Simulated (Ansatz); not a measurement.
# CdSe: how the settings move a single-point run

Aim: see which settings change the result for CdSe, by how much, and at what cost. The cell is built on a prototype (CsCl type) and needn't be the phase found in nature.

Method: reference: DFT, PBE, plane waves, PAW, in Ansatz 0.2.0.

8 further runs of the same task are left out: 8 that didn't finish.

## (1) The structure to begin with

It takes space group Pm-3m (No. 221, cubic). The conventional cell has a = 3.533 Å, b = 3.533 Å, c = 3.533 Å, α = 90.00°, β = 90.00°, γ = 90.00°. Cd (site symmetry m-3m) has 8 Se at 3.06 Å as nearest neighbours. Se (site symmetry m-3m) has 8 Cd at 3.06 Å as nearest neighbours.

As a file:

```
CELL_PARAMETERS angstrom
3.53310 0.00000 0.00000
0.00000 3.53310 0.00000
0.00000 0.00000 3.53310
ATOMIC_POSITIONS crystal
Cd 0.00000 0.00000 0.00000
Se 0.50000 0.50000 0.50000
```

## (2) Baseline

Contents of input.yaml:

```yaml
crystal:
  lattice:
    - [3.5331017187, 0.0, 0.0]
    - [0.0, 3.5331017187, 0.0]
    - [0.0, 0.0, 3.5331017187]
  atoms:
    - { symbol: Cd, position: [0.0, 0.0, 0.0] }
    - { symbol: Se, position: [0.5, 0.5, 0.5] }
kpoints:
  mp_grid: { grid: [6, 6, 6] }
hamiltonian:
  xc: pbe
scf:
  occupations: { method: fermi_dirac, width: 0.02 }
  n_extra_bands: 4
output:
  forces: true
  stress: true
  eigenvalues: true
```

Started as:

```sh
> ansatz run input.yaml --threads 4 --pin off --max-ram 3686MiB --backend cpu --events-out ev --progress --plain --runs-dir out
```

## (3) A further run, with the input changed

Edit input.yaml of step 2 so:

```diff
@@ -15,2 +15,3 @@
   n_extra_bands: 4
+  max_iter: 65
 output:
@@ -19 +20,4 @@
   eigenvalues: true
+magnetization:
+  spin_polarized: true
+  initial_magnetization: 2.0
```

## (5) Changed: mp_grid.grid [8, 8, 1]

Edit input.yaml of step 2 so:

```diff
@@ -9,3 +9,3 @@
 kpoints:
-  mp_grid: { grid: [6, 6, 6] }
+  mp_grid: { grid: [8, 8, 1] }
 hamiltonian:
```

## (6) Variant: pseudopotentials.kind nc

Edit input.yaml of step 2 so:

```diff
@@ -12,2 +12,3 @@
   xc: pbe
+  pseudopotentials: { kind: nc }
 scf:
```

## (7) Variant: occupations.width 0.001

Edit input.yaml of step 2 so:

```diff
@@ -13,3 +13,3 @@
 scf:
-  occupations: { method: fermi_dirac, width: 0.02 }
+  occupations: { method: fermi_dirac, width: 0.001 }
   n_extra_bands: 4
```

## (8) Variant: mixing.ndim 30

Edit input.yaml of step 2 so:

```diff
@@ -15,2 +15,4 @@
   n_extra_bands: 4
+  mixing: { ndim: 30 }
+  max_iter: 72
 output:
```

## (9) Changed: ecutwfc 500

Edit input.yaml of step 2 so:

```diff
@@ -19 +19,3 @@
   eigenvalues: true
+basis:
+  ecutwfc: 500
```

(Steps that only read results are left out.)

Q: Predict the outcome of this session. Wanted: for each run, ending; energy change; pressure; gap; abs. moment; force.

The runs gave:

```
                                              run     ending       energy change  pressure (GPa)  gap (eV)  abs. moment (μB)  force (eV/Å)  cycles   time
                                        reference  converged                   0             1.1      0.00              0.00          0.00       6  1.4 s
1: spin_polarized true, initial_magnetization 2.0  converged       -0.1 meV/atom             1.2         -              0.12          0.00      18  3.3 s
                        2: mp_grid.grid [8, 8, 1]  converged     +578.3 meV/atom             7.9      0.00              0.00          0.00       9  1.4 s
                      3: pseudopotentials.kind nc  converged      not comparable             1.1      0.00              0.00          0.00       9  2.8 s
                       4: occupations.width 0.001  converged  0.0 meV/atom (σ→0)             1.2      0.00              0.00          0.00       6  1.5 s
                                5: mixing.ndim 30  converged        0.0 meV/atom             1.1      0.00              0.00          0.00       6  1.5 s
                                   6: ecutwfc 500  converged       -1.1 meV/atom             1.1      0.00              0.00          0.00       7  1.6 s
```

Residual by cycle in the longest SCF loop of each run; runs are numbered as in the table. The quantity is the density residual dr2, in eV.

```
cycle  reference    run 1    run 2    run 3    run 4    run 5    run 6
    1    0.00399     2.87    0.124     3.23  0.00418  0.00399  0.00403
    3     5.6e-5    0.262  0.00902   0.0307   5.4e-5   3.0e-5   5.7e-5
    4     5.6e-6   0.0211   5.1e-4  0.00201   3.6e-6   9.8e-7   5.5e-6
    6     5.6e-8  0.00402   7.1e-5   3.1e-5   1.7e-8  8.9e-10   1.1e-7
    7          -    0.031   3.2e-6   2.9e-7        -        -   5.2e-8
    9          -   1.7e-4   9.1e-9   4.5e-8        -        -        -
   10          -   4.4e-5        -        -        -        -        -
   12          -   4.7e-7        -        -        -        -        -
   13          -   4.0e-7        -        -        -        -        -
   15          -   2.8e-9        -        -        -        -        -
   16          -   3.1e-9        -        -        -        -        -
   18          -  8.0e-12        -        -        -        -        -
```

What this shows: Semilocal functionals close small gaps, so the missing gap need not be the real solid's. Of the variants the dearest is «spin_polarized true, initial_magnetization 2.0» (3.3 s), the cheapest «mp_grid.grid [8, 8, 1]» (1.4 s), on a shared host.
